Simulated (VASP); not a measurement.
# V (Fm-3m) in VASP: equation of state, part 2 of 2

VASP 6.6.1.

**3. Equation of state, PBE, collinear spin, ferromagnetic start, 13.07 Å³/atom (volume scaled by 0.96)**

Input file INCAR:

```
PREC     = Accurate       # precision mode
ENCUT    = 520            # plane-wave cutoff, eV
EDIFF    = 1E-7           # SCF threshold, eV
ISMEAR   = -1             # smearing method
SIGMA    = 0.05           # smearing width, eV
LREAL    = False          # projectors in reciprocal space
LASPH    = True           # aspherical terms in the spheres
NELM     = 150            # most SCF steps
ALGO     = Normal         # electronic algorithm
ISIF     = 2              # what is computed and relaxed
LWAVE    = False          # write WAVECAR
LCHARG   = False          # write CHGCAR
ISPIN    = 2              # spin polarisation
MAGMOM   = 2              # initial moments
LORBIT   = 11             # projections on sites
LMAXMIX  = 4              # l up to which the mixer works
GGA      = PE             # functional
NBANDS   = 16             # bands
```

Input file KPOINTS:

```
Automatic mesh
0
Gamma
  12 12 12
```

Input file POSCAR:

```
V
1.0
    0.0000000000      1.8693887523      1.8693887523
    1.8693887523      0.0000000000      1.8693887523
    1.8693887523      1.8693887523      0.0000000000
V
1
Direct
    0.0000000000      0.0000000000      0.0000000000
```

Potentials or basis: VASP PAW PBE potentials, release 64 (V_sv).

Started as:

```bash
cat potpaw_PBE.64/V_sv/POTCAR > POTCAR
mpirun -np 1 vasp_std > vasp.out
```

OUTCAR:

```text
PREC = Accurate
   ENCUT = 520
   EDIFF = 1E-7
   ISMEAR = -1
   LREAL = False
   LASPH = True
   NELM = 150
   ISIF = 2
   ISPIN = 2
   LORBIT = 11
   GGA = PE

 ion  position               nearest neighbor table
   1  0.000  0.000  0.000-

  LATTYP: Found a face centered cubic cell.
 ALAT       =     3.7387775046

  Lattice vectors:

 A1 = (   0.0000000000,   1.8693887523,   1.8693887523)
 A2 = (   1.8693887523,   0.0000000000,   1.8693887523)
 A3 = (   1.8693887523,   1.8693887523,   0.0000000000)

Analysis of symmetry for initial positions (statically):
=====================================================================
 Subroutine PRICEL returns:
 Original cell was already a primitive cell.

 Routine SETGRP: Setting up the symmetry group for a
 face centered cubic supercell.

 Subroutine GETGRP returns: Found 48 space group operations
 (whereof 48 operations were pure point group operations)
 out of a pool of 48 trial point group operations.

The static configuration has the point symmetry O_h .

Analysis of symmetry for dynamics (positions and initial velocities):
=====================================================================
 Subroutine PRICEL returns:
 Original cell was already a primitive cell.

 Routine SETGRP: Setting up the symmetry group for a
 face centered cubic supercell.

 Subroutine GETGRP returns: Found 48 space group operations
 (whereof 48 operations were pure point group operations)
 out of a pool of 48 trial point group operations.

The dynamic configuration has the point symmetry O_h .

Analysis of structural, dynamic, and magnetic symmetry:
=====================================================================
 Subroutine PRICEL returns:
 Original cell was already a primitive cell.

 Routine SETGRP: Setting up the symmetry group for a
 face centered cubic supercell.

 Subroutine GETGRP returns: Found 48 space group operations
 (whereof 48 operations were pure point group operations)
[... 170 lines left out ...]
  ext. energy  EPLUGINS =         0.00000000
  ---------------------------------------------------
  free energy    TOTEN  =        -8.72486130 eV

  energy without entropy =       -8.71311175  energy(sigma->0) =       -8.71898653

 E-fermi :  10.4360     XC(G=0): -13.0731

 val. band max:       10.4183536569   @ k =   0.5000   0.1667   0.0000
 cond. band min:      10.4372093104   @ k =   0.0833   0.0000   0.0000
 fundamental gap:      0.0188556535
 Fermi energy:        10.4359924422

 spin component 1

 k-point     1 :       0.0000    0.0000    0.0000
  band No.  band energies     occupation
      1     -53.5939      1.00000
      2     -26.8517      1.00000
      3     -26.8517      1.00000
      4     -26.8517      1.00000
      5       3.4451      1.00000
      6      10.5849      0.04842
[... 739 lines left out ...]
      5       6.7892      1.00000
      6       7.7418      1.00000
[... 8 lines left out ...]
     15      34.7318      0.00000
     16      46.2748      0.00000

 [... further k-points ...]

 spin component 2

 k-point     1 :       0.0000    0.0000    0.0000
  band No.  band energies     occupation
      1     -53.5939      1.00000
      2     -26.8517      1.00000
      3     -26.8517      1.00000
      4     -26.8517      1.00000
      5       3.4451      1.00000
      6      10.5849      0.04842
[... 739 lines left out ...]
      5       6.7892      1.00000
      6       7.7418      1.00000
[... 8 lines left out ...]
     15      34.7319      0.00000
     16      46.2748      0.00000

 [... further k-points ...]

------------------------ aborting loop because EDIFF is reached ----------------------------------------

 total charge

# of ion       s       p       d       tot
------------------------------------------
    1        2.360   6.246   3.092  11.698

 magnetization (x)

# of ion       s       p       d       tot
------------------------------------------
    1        0.000  -0.000  -0.000  -0.000

  FORCE on cell =-STRESS in cart. coord.  units (eV):
  Direction    XX          YY          ZZ          XY          YZ          ZX
  --------------------------------------------------------------------------------------
  -------------------------------------------------------------------------------------
  Total        1.0218924      1.0218924      1.0218924      0.0000000      0.0000000     -0.0000000
  in kB      125.3103371    125.3103371    125.3103371      0.0000000      0.0000000     -0.0000000
  external PRESSURE =     125.3103371 kB  Pullay stress =       0.0000000 kB

 VOLUME and BASIS-vectors are now :
 -----------------------------------------------------------------------------
  energy-cutoff  :      520.00
  volume of cell :       13.07
      direct lattice vectors                 reciprocal lattice vectors
     0.000000000  1.869388752  1.869388752    -0.267467106  0.267467106  0.267467106
     1.869388752  0.000000000  1.869388752     0.267467106 -0.267467106  0.267467106
     1.869388752  1.869388752  0.000000000     0.267467106  0.267467106 -0.267467106

 POSITION                                       TOTAL-FORCE (eV/Angst)
 -----------------------------------------------------------------------------------
      0.00000      0.00000      0.00000         0.000000      0.000000      0.000000
 -----------------------------------------------------------------------------------
    total drift:                               -0.000000     -0.000000     -0.000000

  FREE ENERGIE OF THE ION-ELECTRON SYSTEM (eV)
  ---------------------------------------------------
  free  energy   TOTEN  =        -8.7248613030 eV

  energy  without entropy=       -8.7131117519  energy(sigma->0) =       -8.71898653

 total charge

# of ion       s       p       d       tot
------------------------------------------
    1        2.360   6.246   3.092  11.698

 magnetization (x)

# of ion       s       p       d       tot
------------------------------------------
    1        0.000  -0.000  -0.000  -0.000
```

Run time: 20 s. Hardware: 1 thread of AMD EPYC 9R45 (Zen 5), shared host; peak memory 0.11 GiB.

What came out:

* Free energy: -8.7249 eV
* Pressure: 12.5 GPa
* Band gap on the k mesh: none (metal or under the smearing width)
* Net moment: 0.00 μB per cell
* Valence electrons inside the program's atomic spheres: V 11.70

**4. Equation of state, PBE, collinear spin, ferromagnetic start, 13.34 Å³/atom (volume scaled by 0.98)**

Input file INCAR:

```
SYSTEM = V
PREC = Accurate
ENCUT = 520
EDIFF = 1E-7
ISMEAR = -1
SIGMA = 0.05
LREAL = .FALSE.
LASPH = .TRUE.
NELM = 120
ALGO = Normal
ISIF = 2
LWAVE = .FALSE.
LCHARG = .FALSE.
ISPIN = 2
MAGMOM = 2
LORBIT = 11
LMAXMIX = 4
GGA = PE
NBANDS = 16
```

Input file KPOINTS:

```
regular mesh
0
G
  12 12 12
  0 0 0
```

Input file POSCAR:

```
V
1.0
    0.0000000000      1.8822814960      1.8822814960
    1.8822814960      0.0000000000      1.8822814960
    1.8822814960      1.8822814960      0.0000000000
V
1
Direct
    0.0000000000      0.0000000000      0.0000000000
```

Started as:

```bash
cat potpaw_PBE.64/V_sv/POTCAR > POTCAR
mpirun -np 1 vasp_std > vasp.out
```

Wall time 17 s (1 thread of AMD EPYC 9R45 (Zen 5), shared host); peak memory 0.11 GiB.

It converged, with:

```yaml
Free_energy: -8.7424 eV
Pressure: 8.1 GPa
Band_gap_on_the_k_mesh: none (metal or under the smearing width)
Net_moment: 0.00 μB per cell
Valence_electrons_inside_the_program's_atomic_spheres: V 11.66
```

**5. Equation of state, PBE, collinear spin, ferromagnetic start, 13.88 Å³/atom (volume scaled by 1.02)**

Input file INCAR:

```
  ALGO = Normal
  EDIFF = 1E-7
  ENCUT = 520
  GGA = PE
  ISIF = 2
  ISMEAR = -1
  ISPIN = 2
  LASPH = True
  LCHARG = False
  LMAXMIX = 4
  LORBIT = 11
  LREAL = False
  LWAVE = False
  MAGMOM = 2
  NBANDS = 16
  NELM = 120
  PREC = Accurate
  SIGMA = 0.05
```

Input file KPOINTS:

```
k-points
0
Gamma
  12 12 12
```

Input file POSCAR:

```
V
1.0
    0.0000000000      1.9075500346      1.9075500346
    1.9075500346      0.0000000000      1.9075500346
    1.9075500346      1.9075500346      0.0000000000
V
1
Direct
    0.0000000000      0.0000000000      0.0000000000
```

Started as:

```bash
cat potpaw_PBE.64/V_sv/POTCAR > POTCAR
mpirun -np 1 vasp_std > vasp.out
```

It took 21 s on 1 thread of AMD EPYC 9R45 (Zen 5), shared host; peak memory 0.11 GiB.

It converged, with:

- Free energy: -8.7565 eV
- Pressure: 0.4 GPa
- Band gap on the k mesh: none (metal or under the smearing width)
- Net moment: 0.00 μB per cell
- Valence electrons inside the program's atomic spheres: V 11.59

**6. Equation of state, PBE, collinear spin, ferromagnetic start, 14.15 Å³/atom (volume scaled by 1.04)**

Input file INCAR:

```
ALGO = Normal ; EDIFF = 1E-7
ENCUT = 520 ; GGA = PE
ISIF = 2 ; ISMEAR = -1
ISPIN = 2 ; LASPH = T
LCHARG = F ; LMAXMIX = 4
LORBIT = 11 ; LREAL = F
LWAVE = F ; MAGMOM = 2
NBANDS = 16 ; NELM = 100
PREC = Accurate ; SIGMA = 0.05
```

KPOINTS is that of step 5.

Input file POSCAR:

```
V
1.0
    0.0000000000      1.9199370702      1.9199370702
    1.9199370702      0.0000000000      1.9199370702
    1.9199370702      1.9199370702      0.0000000000
V
1
Direct
    0.0000000000      0.0000000000      0.0000000000
```

Potentials or basis: VASP PAW PBE potentials, release 64 (V_sv).

Started as:

```bash
cat potpaw_PBE.64/V_sv/POTCAR > POTCAR
mpirun -np 1 vasp_std > vasp.out
```

Wall time 18 s (1 thread of AMD EPYC 9R45 (Zen 5), shared host); peak memory 0.1 GiB.

It converged, with:

| Property | Result |
| --- | --- |
| Free energy | -8.7544 eV |
| Pressure | -3.0 GPa |
| Band gap on the k mesh | none (metal or under the smearing width) |
| Net moment | 0.00 μB per cell |
| Valence electrons inside the program's atomic spheres | V 11.56 |

**7. Equation of state, PBE, collinear spin, ferromagnetic start, 14.43 Å³/atom (volume scaled by 1.06)**

Input file INCAR:

```
SYSTEM = V
PREC = Accurate
ENCUT = 520
EDIFF = 1E-7
ISMEAR = -1
SIGMA = 0.05
LREAL = .False.
LASPH = .True.
NELM = 150
ALGO = Normal
ISIF = 2
LWAVE = .False.
LCHARG = .False.
ISPIN = 2
MAGMOM = 2
LORBIT = 11
LMAXMIX = 4
GGA = PE
NBANDS = 16
```

Input file KPOINTS:

```
regular mesh
0
Gamma
  12 12 12
  0 0 0
```

Input file POSCAR:

```
V
1.0
    0.0000000000      1.9321662985      1.9321662985
    1.9321662985      0.0000000000      1.9321662985
    1.9321662985      1.9321662985      0.0000000000
V
1
Direct
    0.0000000000      0.0000000000      0.0000000000
```

Started as:

```bash
cat potpaw_PBE.64/V_sv/POTCAR > POTCAR
mpirun -np 1 vasp_std > vasp.out
```

Wall time 20 s (1 thread of AMD EPYC 9R45 (Zen 5), shared host); peak memory 0.11 GiB.

Results (log left out):

| Property | Result |
| --- | --- |
| Free energy | -8.7468 eV |
| Pressure | -6.0 GPa |
| Band gap on the k mesh | none (metal or under the smearing width) |
| Net moment | 0.00 μB per cell |
| Valence electrons inside the program's atomic spheres | V 11.53 |

**8. Equation of state, PBE, collinear spin, ferromagnetic start**

No new run: the results of the series are fitted here.

Results:

```yaml
Equilibrium_volume: 13.92 Å³/atom
Bulk_modulus: 177 GPa
Pressure_derivative_of_the_bulk_modulus: 3.9
```

Energy against volume, from the lowest point:
```tsv
volume (Å³/atom)	energy (meV/atom)
12.793	57.18
13.066	31.67
13.338	14.11
13.610	3.77
13.882	0.00
14.154	2.16
14.427	9.72
```

PBE usually gives volumes a little too large and moduli too small. Zero-point motion and thermal expansion aren't in these numbers.
